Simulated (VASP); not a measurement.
# InP (F-43m) in VASP: a series of runs, part 2 of 2

VASP 6.6.1. Earlier steps stand in the parts before.

## (4) Dielectric tensor, PBE

File INCAR:

```
SYSTEM = InP
PREC = Accurate
ENCUT = 350
EDIFF = 1E-5
ISMEAR = 0
SIGMA = 0.01
LREAL = .False.
LASPH = .True.
NELM = 100
ALGO = Normal
ISIF = 2
LWAVE = .False.
LCHARG = .False.
GGA = PE
LEPSILON = .True.
```

File KPOINTS:

```
regular mesh
0
Gamma
  9 9 9
  0 0 0
```

File POSCAR:

```
InP
1.0
    0.0000000000      2.9305000000      2.9305000000
    2.9305000000      0.0000000000      2.9305000000
    2.9305000000      2.9305000000      0.0000000000
In P
1 1
Direct
    0.0000000000      0.0000000000      0.0000000000
    0.7500000000      0.7500000000      0.7500000000
```

Potentials or basis: VASP PAW PBE potentials, release 64 (In_d, P).

Run with:

```
$ cat potpaw_PBE.64/In_d/POTCAR potpaw_PBE.64/P/POTCAR > POTCAR
$ mpirun -np 1 vasp_std > vasp.out
```

OUTCAR:

```text
SYSTEM = InP
   PREC = Accurate
   ENCUT = 350
   EDIFF = 1E-5
   ISMEAR = 0
   LREAL = .False.
   LASPH = .True.
   NELM = 100
   ISIF = 2
   GGA = PE
   LEPSILON = .True.

 Found     35 irreducible k-points:

 Following reciprocal coordinates:
            Coordinates               Weight
  0.000000  0.000000  0.000000      1.000000
  0.111111  0.000000  0.000000      8.000000
  0.222222  0.000000  0.000000      8.000000
  0.333333  0.000000  0.000000      8.000000
  0.444444  0.000000  0.000000      8.000000
  0.111111  0.111111  0.000000      6.000000
   k-points           NKPTS =     35   k-points in BZ     NKDIM =     35   number of bands    NBANDS=     13
   number of dos      NEDOS =    301   number of ions     NIONS =      2
   total plane-waves  NPLWV =  21952
   dimension x,y,z NGX =    28 NGY =   28 NGZ =   28
   dimension x,y,z NGXF=    56 NGYF=   56 NGZF=   56
   ions per type =               1   1
   NGX,Y,Z   is equivalent  to a cutoff of  11.23, 11.23, 11.23 a.u.
   NGXF,Y,Z  is equivalent  to a cutoff of  22.46, 22.46, 22.46 a.u.
 SYSTEM =  InP
   PREC   = accura    normal or accurate (medium, high low for compatibility)
   ISTART =      0    job   : 0-new  1-cont  2-samecut
   ICHARG =      2    charge: 1-file 2-atom 10-const
   ISPIN  =      1    spin polarized calculation?
   LNONCOLLINEAR =      F non collinear calculations
   LSORBIT =      F    spin-orbit coupling
   LASPH  =      T    aspherical Exc in radial PAW
   ENCUT  =  350.0 eV  25.72 Ry    5.07 a.u.   6.32  6.32  6.32*2*pi/ulx,y,z
   NELM   =    100;   NELMIN=  2; NELMDL= -5     # of ELM steps
   EDIFF  = 0.1E-04   stopping-criterion for ELM
   LREAL  =      F    real-space projection
   EDIFFG = 0.1E-03   stopping-criterion for IOM
   NSW    =      0    number of steps for IOM
   IBRION =     -1    ionic relax: 0-MD 1-quasi-New 2-CG
   NFREE  =      0    steps in history (QN), initial steepest desc. (CG)
   ISIF   =      2    stress and relaxation
   ISYM   =      2    0-nonsym 1-usesym 2-fastsym
   POTIM  = 0.5000    time-step for ionic-motion
   TEBEG  =    0.0;   TEEND  =   0.0 temperature during run
   PSTRESS=    0.0 pullay stress
   NELECT =      18.0000    total number of electrons
   NUPDOWN=      -1.0000    fix difference up-down
   EMIN   =  10.00;   EMAX   =-10.00  energy-range for DOS
   EFERMI =   0.00;   METHOD = LEGACY
   ISMEAR =     0;   SIGMA  =   0.01  broadening in eV -4-tet -1-fermi 0-gaus
   EFERMI_NEDOS =   21; number of points for ismear=-14 and -15
   IALGO  =     38    algorithm
   IMIX   =      4    mixing-type and parameters
     AMIX     =   0.40;   BMIX     =  1.00
     AMIX_MAG =   1.60;   BMIX_MAG =  1.00
  volume/ion in A,a.u.               =      25.17       169.83
  Fermi-wavevector in a.u.,A,eV,Ry     =   1.162021  2.195901 18.371846  1.350293
  Thomas-Fermi vector in A             =   2.298587
   LORBIT       =      0    0 simple, 1 ext, 2 COOP (PROOUT), +10 PAW based schemes
   GGA     = PE    functional components
   LHFCALC =     F    Hartree Fock is set to
   AEXX    =    0.0000 exact exchange contribution
   IVDW    =     0    specifies the selected vdW correction
   LEPSILON=     T    determine dielectric tensor
   LRPA    =     F    only Hartree local field effects (RPA)
 non-spin polarized calculation
 Gauss-broadening in eV      SIGMA  =   0.01
  energy-cutoff  :      350.00
[... 111 lines left out ...]

 [... further k-points ...]

  FORCE on cell =-STRESS in cart. coord.  units (eV):
  Direction    XX          YY          ZZ          XY          YZ          ZX
  --------------------------------------------------------------------------------------
  -------------------------------------------------------------------------------------
  Total        0.9534695      0.9534695      0.9534695     -0.0000000     -0.0000000      0.0000000
  in kB       30.3502450     30.3502450     30.3502450     -0.0000000     -0.0000000      0.0000000
  external PRESSURE =      30.3502450 kB  Pullay stress =       0.0000000 kB

 VOLUME and BASIS-vectors are now :
 -----------------------------------------------------------------------------
  energy-cutoff  :      350.00
  volume of cell :       50.33
      direct lattice vectors                 reciprocal lattice vectors
     0.000000000  2.930500000  2.930500000    -0.170619348  0.170619348  0.170619348
     2.930500000  0.000000000  2.930500000     0.170619348 -0.170619348  0.170619348
     2.930500000  2.930500000  0.000000000     0.170619348  0.170619348 -0.170619348

 POSITION                                       TOTAL-FORCE (eV/Angst)
 -----------------------------------------------------------------------------------
      0.00000      0.00000      0.00000         0.000000      0.000000      0.000000
      4.39575      4.39575      4.39575        -0.000000     -0.000000     -0.000000
 -----------------------------------------------------------------------------------
    total drift:                               -0.000000     -0.000000      0.000000

  FREE ENERGIE OF THE ION-ELECTRON SYSTEM (eV)
  ---------------------------------------------------
  free  energy   TOTEN  =        -8.3800148772 eV

  energy  without entropy=       -8.3800148772  energy(sigma->0) =       -8.38001488

 HEAD OF MICROSCOPIC STATIC DIELECTRIC TENSOR (INDEPENDENT PARTICLE, excluding Hartree and local field effects)
 ------------------------------------------------------
          13.802414     0.000000     0.000000
           0.000000    13.802414    -0.000000
           0.000000    -0.000000    13.802414
 ------------------------------------------------------

 Free energy of the ion-electron system (eV)
  ---------------------------------------------------
  ---------------------------------------------------
  free energy    TOTEN  =        -1.83979093 eV

  energy without entropy =       -1.83979093

------------------------ aborting loop because EDIFF is reached ----------------------------------------

--------------------------------------- Ionic step        2  -------------------------------------------

------------------------ aborting loop because EDIFF is reached ----------------------------------------

--------------------------------------- Ionic step        3  -------------------------------------------

 Free energy of the ion-electron system (eV)
  ---------------------------------------------------
  ---------------------------------------------------
  free energy    TOTEN  =        -1.83976698 eV

  energy without entropy =       -1.83976698

------------------------ aborting loop because EDIFF is reached ----------------------------------------

 PIEZOELECTRIC TENSOR FIELD DIRECTION 3  (e Angst)
 -----------------------------------------------------------------------------
    -0.00071  2.64470  0.00000           (  0.00000  0.03010  0.00000)
     2.64470 -0.00071  0.00000           (  0.03010  0.00000  0.00000)
     0.00000  0.00000 -0.00125           (  0.00000  0.00000 -0.00000)

 PIEZOELECTRIC TENSOR FIELD DIRECTION 3  (C/m^2)
 -----------------------------------------------------------------------------
    -0.00023  0.84184  0.00000
     0.84184 -0.00023  0.00000
     0.00000  0.00000 -0.00040

 MACROSCOPIC STATIC DIELECTRIC TENSOR (including local field effects in DFT)
 ------------------------------------------------------
          13.364288     0.000000     0.000000
           0.000000    13.364288     0.000000
           0.000000     0.000000    13.364288
 ------------------------------------------------------

 PIEZOELECTRIC TENSOR (including local field effects)  for field in x, y, z        (e  Angst)
          XX          YY          ZZ          XY          YZ          ZX
  --------------------------------------------------------------------------------
  x    -0.00000     0.00000     0.00000     0.00000     2.65398    -0.00000
  y    -0.00000     0.00000     0.00000    -0.00000     0.00000     2.65398
  z    -0.00000     0.00000    -0.00000     2.65398    -0.00000     0.00000

 PIEZOELECTRIC TENSOR (including local field effects)  for field in x, y, z        (C/m^2)
          XX          YY          ZZ          XY          YZ          ZX
  --------------------------------------------------------------------------------
  x    -0.00000     0.00000     0.00000     0.00000     0.84480    -0.00000
  y    -0.00000     0.00000     0.00000    -0.00000     0.00000     0.84480
  z    -0.00000     0.00000    -0.00000     0.84480    -0.00000     0.00000

 BORN EFFECTIVE CHARGES (including local field effects) (in |e|, cummulative output)
 ---------------------------------------------------------------------------------
 ion    1
    1     2.59628     0.00000     0.00000
    2     0.00000     2.59628    -0.00000
    3     0.00000     0.00000     2.59628
 ion    2
    1    -2.59628    -0.00000    -0.00000
    2     0.00000    -2.59628     0.00000
    3    -0.00000     0.00000    -2.59628
```

stdout:

```text
POSCAR found type information on POSCAR InP
 POSCAR found :  2 types and       2 ions
 scaLAPACK will be used
 LDA part: xc-table for (Slater+PW92), standard interpolation
 POSCAR, INCAR and KPOINTS ok, starting setup
 FFT: planning ... GRIDC
 FFT: planning ... GRID_SOFT
 FFT: planning ... GRID
 WAVECAR not read
 entering main loop
 Linear response reoptimize wavefunctions to high precision
 Linear response G [H, r] |phi>, progress :
  Direction:   1
 Linear response G [H, r] |phi>, progress :
  Direction:   2
 Linear response G [H, r] |phi>, progress :
  Direction:   3
 Linear response to external field (no local field effect), progress :
  Direction:   1
 dielectric tensor                  component  1 :    15.815     6.891     1.704
 Linear response to external field (no local field effect), progress :
  Direction:   2
 dielectric tensor                  component  2 :     6.890    16.455    -2.185
 Linear response to external field (no local field effect), progress :
  Direction:   3
 dielectric tensor                  component  3 :     1.710    -2.187     9.137
 Linear response to external field, progress :
  Direction:   1
 dielectric tensor                  component  1 :    13.364     3.192     1.450
 Linear response to external field, progress :
  Direction:   2
 dielectric tensor                  component  2 :     3.065    13.364     1.251
 Linear response to external field, progress :
  Direction:   3
 dielectric tensor                  component  3 :     2.455     2.185    13.364
 Born effective charges drift removed
```

It took 90 s on 1 thread of Intel Xeon 6975P-C (Granite Rapids), shared host; peak memory 0.26 GiB.

The run converged, but some of its settings lie outside the range that counts as converged, so its numbers aren't taken as properties of the crystal.

Results:

* Band gap on the k mesh: 0.71 eV, direct
* Electronic dielectric tensor (diagonal): 13.36
* Born charges (mean of the diagonal): In +2.60; P -2.60 e

Caveat: spin-orbit coupling is left out, which moves the levels of the heavy elements.

## (5) Dielectric tensor, PBE

Edit INCAR of step 4 so:

```diff
@@ -3,3 +3,3 @@
 ENCUT = 350
-EDIFF = 1E-5
+EDIFF = 1E-7
 ISMEAR = 0
```

KPOINTS is that of step 4.

POSCAR is that of step 4.

Potentials or basis: VASP PAW PBE potentials, release 64 (In_d, P).

Run with:

```
$ cat potpaw_PBE.64/In_d/POTCAR potpaw_PBE.64/P/POTCAR > POTCAR
$ mpirun -np 1 vasp_std > vasp.out
```

OUTCAR:

```text
SYSTEM = InP
   PREC = Accurate
   ENCUT = 350
   EDIFF = 1E-7
   ISMEAR = 0
   LREAL = .False.
   LASPH = .True.
   NELM = 100
   ISIF = 2
   GGA = PE
   LEPSILON = .True.

 Found     35 irreducible k-points:

 Following reciprocal coordinates:
            Coordinates               Weight
  0.000000  0.000000  0.000000      1.000000
  0.111111  0.000000  0.000000      8.000000
  0.222222  0.000000  0.000000      8.000000
  0.333333  0.000000  0.000000      8.000000
  0.444444  0.000000  0.000000      8.000000
  0.111111  0.111111  0.000000      6.000000
[... 237 lines left out ...]
    -0.00019  0.84204  0.00000
     0.84204 -0.00019  0.00000
     0.00000  0.00000 -0.00037

 MACROSCOPIC STATIC DIELECTRIC TENSOR (including local field effects in DFT)
 ------------------------------------------------------
          13.364067    -0.000000    -0.000000
           0.000000    13.364067     0.000000
          -0.000000     0.000000    13.364067
 ------------------------------------------------------

 PIEZOELECTRIC TENSOR (including local field effects)  for field in x, y, z        (e  Angst)
          XX          YY          ZZ          XY          YZ          ZX
  --------------------------------------------------------------------------------
  x    -0.00000     0.00000     0.00000     0.00000     2.65460     0.00000
  y    -0.00000     0.00000     0.00000     0.00000     0.00000     2.65460
  z    -0.00000    -0.00000    -0.00000     2.65460     0.00000     0.00000

 PIEZOELECTRIC TENSOR (including local field effects)  for field in x, y, z        (C/m^2)
          XX          YY          ZZ          XY          YZ          ZX
  --------------------------------------------------------------------------------
  x    -0.00000     0.00000     0.00000     0.00000     0.84500     0.00000
  y    -0.00000     0.00000     0.00000     0.00000     0.00000     0.84500
  z    -0.00000    -0.00000    -0.00000     0.84500     0.00000     0.00000

 BORN EFFECTIVE CHARGES (including local field effects) (in |e|, cummulative output)
 ---------------------------------------------------------------------------------
 ion    1
    1     2.60041    -0.00000    -0.00000
    2    -0.00000     2.60041    -0.00000
    3     0.00000     0.00000     2.60041
 ion    2
    1    -2.60041     0.00000     0.00000
    2     0.00000    -2.60041     0.00000
    3     0.00000     0.00000    -2.60041
```

OSZICAR:

```text
N       E                     dE             d eps       ncg     rms          rms(c)
DAV:   1     0.983576788898E+02    0.98358E+02   -0.69748E+03   910   0.116E+03
DAV:   2    -0.218899319716E+01   -0.10055E+03   -0.97501E+02   950   0.282E+02
DAV:   3    -0.863950100504E+01   -0.64505E+01   -0.64198E+01  1215   0.804E+01
DAV:   4    -0.879484105976E+01   -0.15534E+00   -0.15528E+00  1088   0.140E+01
[... 12 lines left out ...]
RMM:  12    -0.183972961304E+01    0.43381E-05    0.27417E-06  5161   0.896E-04    0.489E-04
RMM:  13    -0.183972096627E+01    0.86468E-05   -0.16698E-06  4421   0.397E-04    0.144E-04
RMM:  14    -0.183972293898E+01   -0.19727E-05    0.18230E-07  2838   0.243E-04    0.315E-05
RMM:  15    -0.183972270413E+01    0.23484E-06   -0.29904E-07  1417   0.201E-04    0.288E-05
RMM:  16    -0.183972282411E+01   -0.11998E-06   -0.28008E-07  1084   0.186E-04    0.763E-06
```

Wall time 2.5 min (1 thread of Intel Xeon 6975P-C (Granite Rapids), shared host); peak memory 0.26 GiB.

These settings aren't checked as converged: the numbers below hold their error.

Results:

| Item | Value |
| --- | --- |
| Band gap on the k mesh | 0.71 eV, direct |
| Electronic dielectric tensor (diagonal) | 13.36 |
| Born charges (mean of the diagonal) | In +2.60; P -2.60 e |

Caveat: spin-orbit coupling is left out, which moves the levels of the heavy elements.

## (6) Dielectric tensor, PBE

Edit INCAR of step 5 so:

```diff
@@ -3,6 +3,6 @@
 ENCUT = 350
-EDIFF = 1E-7
+EDIFF = 1E-8
 ISMEAR = 0
 SIGMA = 0.01
-LREAL = .False.
+LREAL = Auto
 LASPH = .True.
```

KPOINTS is that of step 5.

POSCAR is that of step 5.

Potentials or basis: VASP PAW PBE potentials, release 64 (In_d, P).

Run with:

```
$ cat potpaw_PBE.64/In_d/POTCAR potpaw_PBE.64/P/POTCAR > POTCAR
$ mpirun -np 1 vasp_std > vasp.out
```

OUTCAR:

```text
SYSTEM = InP
   PREC = Accurate
   ENCUT = 350
   EDIFF = 1E-8
   ISMEAR = 0
   LREAL = Auto
   LASPH = .True.
   NELM = 100
   ISIF = 2
   GGA = PE
   LEPSILON = .True.

 Found     35 irreducible k-points:

 Following reciprocal coordinates:
            Coordinates               Weight
  0.000000  0.000000  0.000000      1.000000
  0.111111  0.000000  0.000000      8.000000
  0.222222  0.000000  0.000000      8.000000
  0.333333  0.000000  0.000000      8.000000
  0.444444  0.000000  0.000000      8.000000
  0.111111  0.111111  0.000000      6.000000
   k-points           NKPTS =     35   k-points in BZ     NKDIM =     35   number of bands    NBANDS=     13
   number of dos      NEDOS =    301   number of ions     NIONS =      2
   total plane-waves  NPLWV =  21952
   dimension x,y,z NGX =    28 NGY =   28 NGZ =   28
[... 234 lines left out ...]
     0.84246 -0.00019  0.00000
     0.00000  0.00000 -0.00037

 MACROSCOPIC STATIC DIELECTRIC TENSOR (including local field effects in DFT)
 ------------------------------------------------------
          13.367388    -0.000000    -0.000000
           0.000000    13.367388     0.000000
           0.000000    -0.000000    13.367388
 ------------------------------------------------------

 PIEZOELECTRIC TENSOR (including local field effects)  for field in x, y, z        (e  Angst)
          XX          YY          ZZ          XY          YZ          ZX
  --------------------------------------------------------------------------------
  x     0.00000    -0.00000     0.00000     0.00000     2.65594     0.00000
  y     0.00000     0.00000    -0.00000     0.00000     0.00000     2.65594
  z     0.00000     0.00000     0.00000     2.65594     0.00000     0.00000

 PIEZOELECTRIC TENSOR (including local field effects)  for field in x, y, z        (C/m^2)
          XX          YY          ZZ          XY          YZ          ZX
  --------------------------------------------------------------------------------
  x     0.00000    -0.00000     0.00000     0.00000     0.84542     0.00000
  y     0.00000     0.00000    -0.00000     0.00000     0.00000     0.84542
  z     0.00000     0.00000     0.00000     0.84542     0.00000     0.00000

 BORN EFFECTIVE CHARGES (including local field effects) (in |e|, cummulative output)
 ---------------------------------------------------------------------------------
 ion    1
    1     2.60088     0.00000    -0.00000
    2     0.00000     2.60088     0.00000
    3     0.00000    -0.00000     2.60088
 ion    2
    1    -2.60088    -0.00000     0.00000
    2     0.00000    -2.60088    -0.00000
    3    -0.00000     0.00000    -2.60088
```

stdout:

```text
POSCAR found type information on POSCAR InP
 POSCAR found :  2 types and       2 ions
 scaLAPACK will be used
 -----------------------------------------------------------------------------
|                                                                             |
|                                                                             |
|     You have a (more or less) 'small supercell' and for smaller cells       |
[... 48 lines left out ...]
  Direction:   1
 dielectric tensor                  component  1 :    13.367     3.192     1.450
 Linear response to external field, progress :
  Direction:   2
 dielectric tensor                  component  2 :     3.065    13.367     1.251
 Linear response to external field, progress :
  Direction:   3
 dielectric tensor                  component  3 :     2.455     2.186    13.367
 Born effective charges drift removed
```

It took 4.2 min on 1 thread of Intel Xeon 6975P-C (Granite Rapids), shared host; peak memory 0.22 GiB.

These settings aren't checked as converged: the numbers below hold their error.

Results:

```yaml
Band_gap_on_the_k_mesh: 0.71 eV, direct
Electronic_dielectric_tensor_diagonal: 13.37
Born_charges_mean_of_the_diagonal: In +2.60; P -2.60 e
```

Caveat: spin-orbit coupling is left out, which moves the levels of the heavy elements.

## (7) The reference run

An earlier run on the cell as given: functional PBEsol; potentials or basis VASP PAW PBE potentials, release 64 (In_d, P); cutoff 520 eV; k mesh 8 × 8 × 8; occupations fermi-dirac, width 0.05 eV; no spin polarisation.

- Pressure: 0.6 GPa
- Band gap on the k mesh: 0.61 eV, direct
